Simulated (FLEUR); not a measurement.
# Pb (Fm-3m) in FLEUR: a series of runs, part 2 of 2

FLEUR MaX-R8.1 (later development tree). The steps go on from the part before.

## (5) Equation of state, SCAN, 30.32 Å³/atom

Contents of inp.xml:

```xml
<?xml version="1.0" encoding="UTF-8" standalone="no"?>
<fleurInput fleurInputVersion="0.39">
   <comment>
      Pb                                                                                                  
   </comment>
   <calculationSetup>
      <cutoffs Kmax="4.1" Gmax="12.7" GmaxXC="12.7" numbands="0"/>
      <scfLoop itmax="60" minDistance="0.00001" maxIterBroyd="15" imix="Anderson" alpha="0.05" precondParam="0.0" spinf="2.0" sdNocoIR="T"/>
      <coreElectrons ctail="F" frcor="F" kcrel="0" coretail_lmax="0"/>
      <xcFunctional name="LibXC" relativisticCorrections="F">
         <LibXCName exchange="mgga_x_scan" correlation="mgga_c_scan"/>
         <AuxGGA exchange="117" correlation="130"/>
      </xcFunctional>
      <magnetism jspins="1"/>
      <soc l_soc="F" theta="0.0" phi="0.0" spav="F"/>
      <expertModes spex="0" secvar="F"/>
      <geometryOptimization l_f="F" forcealpha="1.0" forcemix="BFGS" epsdisp="0.00001" epsforce="0.00001"/>
      <ldaU l_linMix="F" mixParam="0.05" spinf="1.0"/>
   </calculationSetup>
   <cell>
      <bzIntegration valenceElectrons="20.0" mode="hist" fermiSmearingEnergy="0.00183747">
         <kPointListSelection listName="default-1"/>
         <!-- k-points included here -->
         <xi:include xmlns:xi="http://www.w3.org/2001/XInclude" href="kpts.xml"> </xi:include>
      </bzIntegration>
      <!-- symmetry operations included here -->
      <xi:include xmlns:xi="http://www.w3.org/2001/XInclude" href="sym.xml"> </xi:include>
      <bulkLattice scale="1.0000000000">
         <bravaisMatrix>
            <row-1>    0.0000000000000000     4.6771099529074922     4.6771099529074922</row-1>
            <row-2>    4.6771099529074922     0.0000000000000000     4.6771099529074922</row-2>
            <row-3>    4.6771099529074922     4.6771099529074922     0.0000000000000000</row-3>
         </bravaisMatrix>
      </bulkLattice>
   </cell>
   <atomSpecies>
      <species name="Lead (Pb)" element="Pb" atomicNumber="82">
         <mtSphere radius="2.66" gridPoints="879" logIncrement="0.015"/>
         <atomicCutoffs lmax="11" lnonsphr="8"/>
         <electronConfig flipSpins="F">
            <coreConfig>(1s1/2) (2s1/2) (2p1/2) (2p3/2) (3s1/2) (3p1/2) (3p3/2) (4s1/2) (3d3/2) (3d5/2) (4p1/2) (4p3/2) (4d3/2) (4d5/2) (4f5/2) (4f7/2) (5s1/2)</coreConfig>
            <valenceConfig>(5p1/2) (5p3/2) (6s1/2) (5d3/2) (5d5/2) (6p1/2) (6p3/2)</valenceConfig>
            <stateOccupation state="(6p1/2)" spinUp="0.333333" spinDown="0.333333"/>
            <stateOccupation state="(6p3/2)" spinUp="0.666667" spinDown="0.666667"/>
         </electronConfig>
         <energyParameters s="6" p="6" d="5" f="5"/>
         <lo type="SCLO" l="1" n="5" eDeriv="0"/>
         <lo type="SCLO" l="1" n="5" eDeriv="1"/>
         <lo type="SCLO" l="0" n="6" eDeriv="2"/>
         <lo type="SCLO" l="2" n="5" eDeriv="2"/>
         <lo type="SCLO" l="3" n="5" eDeriv="2"/>
      </species>
   </atomSpecies>
   <atomGroups>
      <atomGroup species="Lead (Pb)">
         <relPos label="                   1">.0000000000 .0000000000 .0000000000</relPos>
         <force calculate="T" relaxXYZ="TTT"/>
      </atomGroup>
   </atomGroups>
   <output dos="F" band="F" slice="F">
      <checks vchk="F" cdinf="F"/>
      <bandDOS minEnergy="-.5*Htr" maxEnergy="0.5*Htr" sigma="0.015" storeEVData="T"/>
      <vacuumDOS vacdos="F" integ="F" star="F" nstars="0" locx1="0.0" locy1="0.0" locx2="0.0" locy2="0.0" nstm="0" tworkf="0.0"/>
      <unfoldingBand unfoldBand="F" supercellX="1" supercellY="1" supercellZ="1"/>
      <plotting iplot="0" polar="F">
         <plot TwoD="T" vec1="  1.0  0.0  0.0" vec2="  0.0  1.0  0.0" vec3="  0.0  0.0  1.0" zero="  0.0  0.0  0.0" file="plot"/>
      </plotting>
      <chargeDensitySlicing numkpt="0" minEigenval="0.0" maxEigenval="0.0" nnne="0" pallst="F"/>
      <specialOutput eonly="F"/>
      <moessbauerParams electricFieldGradient="T" isomerShift="T" coreHyperfine="T" valenceHyperfine="T"/>
      <magneticCircularDichroism mcd="F" energyLo="-10.0" energyUp="0.0"/>
   </output>
  <!-- We include the file relax.xml here to enable relaxations (see documentation) -->
  <xi:include xmlns:xi="http://www.w3.org/2001/XInclude" href="relax.xml"> <xi:fallback/> </xi:include>
</fleurInput>
```

The run is started by

```bash
> inpgen -f crystal.txt -profile fastHighL
> # inp.xml edited to the form shown
> fleur_MPI
```

Run time: 15 s. Hardware: 1 thread of Arm Neoverse V2, shared host; peak memory 0.08 GiB.

Results (log left out):

* Free energy: -569454.2017 eV
* Band gap on the k mesh: none (metal or under the smearing width)
* Valence electrons inside the program's atomic spheres: Pb 18.06 (radii Pb 2.66 bohr)

Caveat: the meta-GGA is that of a development version, with a GGA for the radial functions and cores and without core tails.

## (6) Equation of state, SCAN, 31.54 Å³/atom (volume scaled by 1.04)

inp.xml, as its differences from that of step 5:

```diff
@@ -27,3 +27,3 @@
       <xi:include xmlns:xi="http://www.w3.org/2001/XInclude" href="sym.xml"> </xi:include>
-      <bulkLattice scale="1.0000000000">
+      <bulkLattice scale="1.0131594038">
          <bravaisMatrix>
```

Potentials or basis: all-electron, FLAPW.

The run is started by

```bash
> inpgen -f crystal.txt -profile fastHighL
> # inp.xml edited to the form shown
> fleur_MPI
```

Run time: 16 s. Hardware: 1 thread of Arm Neoverse V2, shared host; peak memory 0.08 GiB.

It converged, with:

* Free energy: -569454.1992 eV
* Band gap on the k mesh: none (metal or under the smearing width)
* Valence electrons inside the program's atomic spheres: Pb 18.03 (radii Pb 2.66 bohr)

Caveat: the meta-GGA is that of a development version, with a GGA for the radial functions and cores and without core tails.

## (7) Equation of state, SCAN, 32.14 Å³/atom (volume scaled by 1.06)

inp.xml, as its differences from that of step 6:

```diff
@@ -27,3 +27,3 @@
       <xi:include xmlns:xi="http://www.w3.org/2001/XInclude" href="sym.xml"> </xi:include>
-      <bulkLattice scale="1.0131594038">
+      <bulkLattice scale="1.0196128224">
          <bravaisMatrix>
```

The run is started by

```bash
> inpgen -f crystal.txt -profile fastHighL
> # inp.xml edited to the form shown
> fleur_MPI
```

Wall time 16 s (1 thread of Arm Neoverse V2, shared host); peak memory 0.08 GiB.

Results (log left out):

```yaml
Free_energy: -569454.1934 eV
Band_gap_on_the_k_mesh: none (metal or under the smearing width)
Valence_electrons_inside_the_program's_atomic_spheres: Pb 18.02 (radii Pb 2.66 bohr)
```

Caveat: the meta-GGA is that of a development version, with a GGA for the radial functions and cores and without core tails.

## (8) Equation of state, SCAN

This step only gathers the single runs of the series.

What came out:

- Equilibrium volume: 30.68 Å³/atom
- Bulk modulus: 46 GPa

Energy against volume, from the lowest point:
```csv
volume (Å³/atom),energy (meV/atom)
28.503,25.40
29.110,12.33
30.323,0.00
31.535,2.57
32.142,8.35
```

Caveat: the meta-GGA is that of a development version, with a GGA for the radial functions and cores and without core tails. Spin-orbit coupling is left out, which matters for the levels of Pb.

## (9) How close it comes

Step 8. The cell as given is a measured one (30.32 Å³/atom); SCAN puts the equilibrium volume +1.2 % from it, thermal expansion not counted.
